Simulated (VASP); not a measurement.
SnO:

```
CELL_PARAMETERS angstrom
3.81370 0.00000 0.00000
0.00000 3.81370 0.00000
0.00000 0.00000 4.88691
ATOMIC_POSITIONS crystal
Sn 0.50000 0.00000 0.76463
Sn 0.00000 0.50000 0.23537
O 0.00000 0.00000 0.00000
O 0.50000 0.50000 0.00000
```

The cell is a database's computed one.

Base run:

```yaml
Program: VASP 6.6.1
Functional: r2SCAN
Potentials_or_basis: VASP PAW PBE potentials, release 64 (Sn_d, O)
Cutoff: 520 eV
k_mesh: 8 × 8 × 6
Occupations: gaussian, width 0.02 eV
Spin: no spin polarisation
```

Its results: band gap on the k mesh 0.29 eV, indirect (least direct gap 2.37 eV); pressure 0.1 GPa; largest force 0.015 eV/Å.

Q: After a change of settings the same cell gave: band gap on the k mesh 0.16 eV, indirect (least direct gap 2.03 eV); pressure 3.8 GPa; largest force 0.455 eV/Å. Which change was it?
A. functional from r2SCAN to PBEsol
B. functional from r2SCAN to LDA; potentials or basis from VASP PAW PBE potentials, release 64 (Sn_d, O) to VASP PAW LDA potentials, release 64 (Sn_d, O)
C. functional from r2SCAN to PBE

A: C.

r2SCAN gives the wider gap, since meta-GGAs in the generalised Kohn-Sham scheme recover part of the derivative discontinuity.

Caveats: spin-orbit coupling is left out, which moves the levels of the heavy elements; the PAW data sets were made with another functional, which shifts forces and pressure a little (some runs).
